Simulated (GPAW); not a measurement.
Write an ASE script for GPAW 26.7.0 that does the following.

| Property | Result |
| --- | --- |
| Task | single point |
| Functional | PBE |
| Potentials or basis | GPAW PAW data sets (gpaw-data 1.2.1) |
| Cutoff | 800 eV |
| Basis | pw |
| k mesh | 9 × 9 × 9 |
| Occupations | gaussian, width 0.017 eV |
| Spin | no spin polarisation |
| Maxiter | 150 |

The structure of HfO2 lies in POSCAR:

```
HfO2
1.0
    0.0000000000      2.5575000000      2.5575000000
    2.5575000000      0.0000000000      2.5575000000
    2.5575000000      2.5575000000      0.0000000000
Hf O
1 2
Direct
    0.0000000000      0.0000000000      0.0000000000
    0.7500000000      0.7500000000      0.7500000000
    0.2500000000      0.2500000000      0.2500000000
```

Measurements of this composition are mostly on another form, of space group No. 14.

These files were run (other wordings do the same):

run.py

```python
from ase.dft.bandgap import bandgap
from ase.io import read, write
from ase.units import GPa
from gpaw import GPAW, PW

atoms = read('POSCAR')

calc = GPAW(mode=PW(800),
            xc='PBE',
            kpts={'size': (9, 9, 9), 'gamma': True},
            occupations={'name': 'methfessel-paxton', 'order': 0, 'width': 0.017},
            nbands=24,
            convergence={'density': 1e-05, 'energy': 1e-05},
            maxiter=150,
            txt='gpaw.txt')
atoms.calc = calc
energy = atoms.get_potential_energy()
forces = atoms.get_forces()
stress = atoms.get_stress()
calc.write('gs.gpw')
write('result.traj', atoms)
print(f'Energy: {energy:.6f} eV')
print('Forces (eV/A):')
print(forces.round(4))
print('Stress (GPa):', (stress / GPa).round(3))
print('Fermi level:', round(calc.get_fermi_level(), 4), 'eV')
print(f'Gap: {bandgap(calc)[0]:.4f} eV, direct: {bandgap(calc, direct=True)[0]:.4f} eV')
```

Potentials or basis: GPAW PAW data sets (gpaw-data 1.2.1), pw.

Run with:

```sh
$ OMP_NUM_THREADS=1 python run.py
```

It gave:

```
Pressure               : -2.8 GPa
Band gap on the k mesh : 3.84 eV, indirect (least direct gap 3.95 eV)
```

Caveat: spin-orbit coupling is left out, which moves the levels of the heavy elements; an odd mesh through Γ misses points on the zone boundary, where band edges often lie.

Run time: 23 s on 1 thread of Arm Neoverse V2 (shared host), peak memory 0.18 GiB.
